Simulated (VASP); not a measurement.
# BN (R3m) in VASP: single point with revPBE+D3(BJ)

Aim: the single point of BN with revPBE+D3(BJ).

Program: VASP 6.6.1. These are calculated values, not measurements. Logs are shortened: lines on timing, memory, paths and dates and some standing lists are left out, and cuts for length are marked.

### Step 1. Starting point

It takes space group R3m (No. 160, trigonal). The conventional cell has a = 2.482 Å, b = 2.482 Å, c = 8.945 Å, α = 90.00°, β = 90.00°, γ = 120.00°. B (site symmetry 3m) has 3 N at 1.43 Å as nearest neighbours. Around N (site symmetry 3m) lie 3 B at 1.43 Å.

The cell is a database's computed one.

### Step 2. Single point, revPBE+D3(BJ)

INCAR

```
SYSTEM = BN
  PREC = Accurate
  ENCUT = 520
  EDIFF = 1E-7
  ISMEAR = 0
  SIGMA = 0.02
  LREAL = .FALSE.
  LASPH = .TRUE.
  NELM = 100
  ALGO = Normal
  ISIF = 2
  LWAVE = .FALSE.
  LCHARG = .TRUE.
  GGA = RE
  IVDW = 12
  LELF = .TRUE.
  LVHAR = .TRUE.
  NBANDS = 11
```

KPOINTS

```
regular mesh
0
G
  12 12 12
  0 0 0
```

POSCAR

```
BN
1.0
    1.2412302745      0.7166246331      2.9815675510
   -1.2412302745      0.7166246331      2.9815675510
    0.0000000000     -1.4332492662      2.9815675510
B N
1 1
Direct
    1.0000384556      1.0000384556      1.0000384556
    0.3323945444      0.3323945444      0.3323945444
```

Potentials or basis: VASP PAW PBE potentials, release 64 (B, N).

Started as:

```sh
> cat potpaw_PBE.64/B/POTCAR potpaw_PBE.64/N/POTCAR > POTCAR
> mpirun -np 1 vasp_std > vasp.out
```

OUTCAR:

```text
SYSTEM = BN
   PREC = Accurate
   ENCUT = 520
   EDIFF = 1E-7
   ISMEAR = 0
   LREAL = .FALSE.
   LASPH = .TRUE.
   NELM = 100
   ISIF = 2
   GGA = RE
   IVDW = 12
 IVDW          = 12

 ion  position               nearest neighbor table
   1  0.000  0.000  0.000-   2 1.43   2 1.43   2 1.43
   2  0.332  0.332  0.332-   1 1.43   1 1.43   1 1.43

  LATTYP: Found a trigonal (rhomboedric) cell.
 ALAT       =     3.3081639198
 COS(alpha) =     0.7184466664

  Lattice vectors:

 A1 = (   1.2412302745,   0.7166246331,   2.9815675510)
 A2 = (  -1.2412302745,   0.7166246331,   2.9815675510)
 A3 = (   0.0000000000,  -1.4332492662,   2.9815675510)

Analysis of symmetry for initial positions (statically):
=====================================================================
 Subroutine PRICEL returns:
 Original cell was already a primitive cell.

 Routine SETGRP: Setting up the symmetry group for a
 trigonal (rhombohedral) supercell.

 Subroutine GETGRP returns: Found  6 space group operations
 (whereof  6 operations were pure point group operations)
 out of a pool of 12 trial point group operations.

The static configuration has the point symmetry C_3v.

Analysis of symmetry for dynamics (positions and initial velocities):
=====================================================================
 Subroutine PRICEL returns:
 Original cell was already a primitive cell.

 Routine SETGRP: Setting up the symmetry group for a
 trigonal (rhombohedral) supercell.

 Subroutine GETGRP returns: Found  6 space group operations
 (whereof  6 operations were pure point group operations)
 out of a pool of 12 trial point group operations.

The dynamic configuration has the point symmetry C_3v.

 Subroutine INISYM returns: Found  6 space group operations
 (whereof  6 operations are pure point group operations),
 and found     1 'primitive' translations

----------------------------------------------------------------------------------------

                                     Primitive cell

  volume of cell :      15.9126

  direct lattice vectors                    reciprocal lattice vectors
     1.241230274  0.716624633  2.981567551     0.402826140  0.232571780  0.111798015
    -1.241230274  0.716624633  2.981567551    -0.402826140  0.232571780  0.111798015
     0.000000000 -1.433249266  2.981567551     0.000000000 -0.465143560  0.111798015

  length of vectors
     3.308163920  3.308163920  3.308163920     0.478390351  0.478390351  0.478390351

  position of ions in fractional coordinates (direct lattice)
     0.000038456  0.000038456  0.000038456
     0.332394544  0.332394544  0.332394544

  ion indices of the primitive-cell ions
   primitive index   ion index
                 1           1
                 2           2

----------------------------------------------------------------------------------------

 KPOINTS: regular mesh

Automatic generation of k-mesh.
 Grid dimensions read from file:
 generate k-points for:   12   12   12

 Generating k-lattice:

  Cartesian coordinates                     Fractional coordinates (reciprocal lattice)
     0.033568845  0.019380982  0.009316501     0.083333333  0.000000000  0.000000000
    -0.033568845  0.019380982  0.009316501     0.000000000  0.083333333  0.000000000
     0.000000000 -0.038761963  0.009316501     0.000000000  0.000000000  0.083333333

  Length of vectors
     0.039865863  0.039865863  0.039865863

  Shift w.r.t. Gamma in fractional coordinates (k-lattice)
     0.000000000  0.000000000  0.000000000

 Subroutine IBZKPT returns following result:
 ===========================================

 Found    189 irreducible k-points:

 Following reciprocal coordinates:
            Coordinates               Weight
  0.000000  0.000000  0.000000      1.000000
  0.083333  0.000000 -0.000000      6.000000
  0.166667  0.000000 -0.000000      6.000000
  0.250000  0.000000 -0.000000      6.000000
  0.333333 -0.000000 -0.000000      6.000000
  0.416667  0.000000 -0.000000      6.000000
[... 16 lines left out ...]
  0.500000  0.166667 -0.000000     12.000000
 -0.416667  0.166667  0.000000     12.000000
 [... further k-points ...]
   k-points           NKPTS =    189   k-points in BZ     NKDIM =    189   number of bands    NBANDS=     11
   number of dos      NEDOS =    301   number of ions     NIONS =      2
   total plane-waves  NPLWV =  21952
   dimension x,y,z NGX =    28 NGY =   28 NGZ =   28
   dimension x,y,z NGXF=    56 NGYF=   56 NGZF=   56
   ions per type =               1   1
   NGX,Y,Z   is equivalent  to a cutoff of  14.07, 14.07, 14.07 a.u.
   NGXF,Y,Z  is equivalent  to a cutoff of  28.14, 28.14, 28.14 a.u.
 SYSTEM =  BN
   PREC   = accura    normal or accurate (medium, high low for compatibility)
   ISTART =      0    job   : 0-new  1-cont  2-samecut
   ICHARG =      2    charge: 1-file 2-atom 10-const
   ISPIN  =      1    spin polarized calculation?
   LNONCOLLINEAR =      F non collinear calculations
   LSORBIT =      F    spin-orbit coupling
   LASPH  =      T    aspherical Exc in radial PAW
   ENCUT  =  520.0 eV  38.22 Ry    6.18 a.u.   6.15  6.15  6.15*2*pi/ulx,y,z
   NELM   =    100;   NELMIN=  2; NELMDL= -5     # of ELM steps
   EDIFF  = 0.1E-06   stopping-criterion for ELM
   LREAL  =      F    real-space projection
   EDIFFG = 0.1E-05   stopping-criterion for IOM
   NSW    =      0    number of steps for IOM
   IBRION =     -1    ionic relax: 0-MD 1-quasi-New 2-CG
   NFREE  =      0    steps in history (QN), initial steepest desc. (CG)
   ISIF   =      2    stress and relaxation
   ISYM   =      2    0-nonsym 1-usesym 2-fastsym
   POTIM  = 0.5000    time-step for ionic-motion
   TEBEG  =    0.0;   TEEND  =   0.0 temperature during run
   PSTRESS=    0.0 pullay stress
   NELECT =       8.0000    total number of electrons
   NUPDOWN=      -1.0000    fix difference up-down
   EMIN   =  10.00;   EMAX   =-10.00  energy-range for DOS
   EFERMI =   0.00;   METHOD = LEGACY
   ISMEAR =     0;   SIGMA  =   0.02  broadening in eV -4-tet -1-fermi 0-gaus
   EFERMI_NEDOS =   21; number of points for ismear=-14 and -15
   IALGO  =     38    algorithm
   IMIX   =      4    mixing-type and parameters
     AMIX     =   0.40;   BMIX     =  1.00
     AMIX_MAG =   1.60;   BMIX_MAG =  1.00
  volume/ion in A,a.u.               =       7.96        53.69
  Fermi-wavevector in a.u.,A,eV,Ry     =   1.301742  2.459935 23.055501  1.694532
  Thomas-Fermi vector in A             =   2.432855
   LORBIT       =      0    0 simple, 1 ext, 2 COOP (PROOUT), +10 PAW based schemes
   GGA     = RE    functional components
   LHFCALC =     F    Hartree Fock is set to
   AEXX    =    0.0000 exact exchange contribution
   IVDW    =    12    specifies the selected vdW correction
   LEPSILON=     F    determine dielectric tensor
   LRPA    =     F    only Hartree local field effects (RPA)
 non-spin polarized calculation
 Gauss-broadening in eV      SIGMA  =   0.02
  energy-cutoff  :      520.00
  volume of cell :       15.91
 maximum number of plane-waves:       443
 NGX is ok and might be reduce to    28
   NGX = 13   NGY = 13   NGZ = 13

 number of electron       8.0000000 magnetization

 Free energy of the ion-electron system (eV)
  ---------------------------------------------------
  ext. energy  EPLUGINS =         0.00000000
  ---------------------------------------------------
  free energy    TOTEN  =       -16.85740551 eV

  energy without entropy =      -16.85740551  energy(sigma->0) =      -16.85740551

 E-fermi :   3.5562     XC(G=0): -10.7164

 val. band max:        3.4719232487   @ k =  -0.3333   0.2500   0.0000
 cond. band min:       7.5049778053   @ k =   0.5000   0.5000  -0.0000
 fundamental gap:      4.0330545566
 Fermi energy:         3.5561897448

 k-point     1 :       0.0000    0.0000    0.0000
  band No.  band energies     occupation
      1     -14.7762      2.00000
      2      -0.0823      2.00000
      3       2.1663      2.00000
      4       2.1663      2.00000
      5       9.6165      0.00000
      6      15.3391      0.00000
      7      15.3391      0.00000
      8      17.0454      0.00000
      9      19.2618      0.00000
     10      30.1084      0.00000
     11      32.3851      0.00000

 k-point     2 :       0.0833    0.0000   -0.0000
  band No.  band energies     occupation
      1     -14.6312      2.00000
      2       0.0447      2.00000
      3       1.5853      2.00000
      4       1.9056      2.00000
      5       9.9193      0.00000
      6      15.2694      0.00000
      7      15.9454      0.00000
      8      16.5516      0.00000
      9      19.6849      0.00000
     10      30.1407      0.00000
     11      30.8164      0.00000

 k-point     3 :       0.1667    0.0000   -0.0000
  band No.  band energies     occupation
      1     -14.2043      2.00000
      2       0.0867      2.00000
      3       0.4620      2.00000
      4       1.2709      2.00000
      5      10.6767      0.00000
      6      14.9679      0.00000
      7      15.4584      0.00000
      8      17.5949      0.00000
      9      20.6994      0.00000
     10      27.4991      0.00000
     11      28.7426      0.00000
[... 267 lines left out ...]
 k-point    23 :       0.5000    0.1667   -0.0000
  band No.  band energies     occupation
      1     -11.4438      2.00000
      2      -4.8833      2.00000
      3      -1.8432      2.00000
      4       2.5465      2.00000
      5       9.4188      0.00000
      6      15.5311      0.00000
      7      17.4962      0.00000
      8      19.3795      0.00000
      9      22.2679      0.00000
     10      24.9945      0.00000
     11      28.6123      0.00000

 k-point    24 :      -0.4167    0.1667    0.0000
  band No.  band energies     occupation
      1     -11.1148      2.00000
      2      -5.3981      2.00000
      3      -2.0170      2.00000
      4       3.2026      2.00000
      5       8.8260      0.00000
      6      15.3780      0.00000
      7      17.7278      0.00000
      8      18.6466      0.00000
      9      22.8133      0.00000
     10      25.5704      0.00000
     11      28.4215      0.00000

 [... further k-points ...]

------------------------ aborting loop because EDIFF is reached ----------------------------------------

 Edisp (eV)   -0.66086

 E8    (eV) :    -0.3866

  FORCE on cell =-STRESS in cart. coord.  units (eV):
  Direction    XX          YY          ZZ          XY          YZ          ZX
  --------------------------------------------------------------------------------------
  -------------------------------------------------------------------------------------
  Total       1.25192     1.25192     0.24976     0.00000    -0.00000     0.00000
  in kB     126.05093   126.05093    25.14764     0.00000    -0.00000     0.00000
  external pressure =       92.42 kB  Pullay stress =        0.00 kB

 VOLUME and BASIS-vectors are now :
 -----------------------------------------------------------------------------
  energy-cutoff  :      520.00
  volume of cell :       15.91
      direct lattice vectors                 reciprocal lattice vectors
     1.241230274  0.716624633  2.981567551     0.402826140  0.232571780  0.111798015
    -1.241230274  0.716624633  2.981567551    -0.402826140  0.232571780  0.111798015
     0.000000000 -1.433249266  2.981567551     0.000000000 -0.465143560  0.111798015

 POSITION                                       TOTAL-FORCE (eV/Angst)
 -----------------------------------------------------------------------------------
      0.00000      0.00000      0.00034         0.000000     -0.000000     -0.000686
      0.00000      0.00000      2.97317         0.000000      0.000000      0.000686
 -----------------------------------------------------------------------------------
    total drift:                               -0.000000     -0.000000      0.000073

  FREE ENERGIE OF THE ION-ELECTRON SYSTEM (eV)
  ---------------------------------------------------
  free  energy   TOTEN  =       -17.5182668997 eV

  energy  without entropy=      -17.5182668997  energy(sigma->0) =      -17.51826690
```

Wall time 2.8 min (1 thread of Intel Xeon Platinum 8259CL at 2.50GHz (Skylake/Cascade Lake), shared host); peak memory 0.18 GiB.

What came out:

- Free energy: -17.5183 eV
- Pressure: 9.2 GPa
- Band gap on the k mesh: 4.03 eV, indirect (least direct gap 4.87 eV)
- Dispersion energy per atom: -0.330 eV

Caveat: the PAW data sets were made with another functional, which shifts forces and pressure a little. A k mesh can miss the band edges.
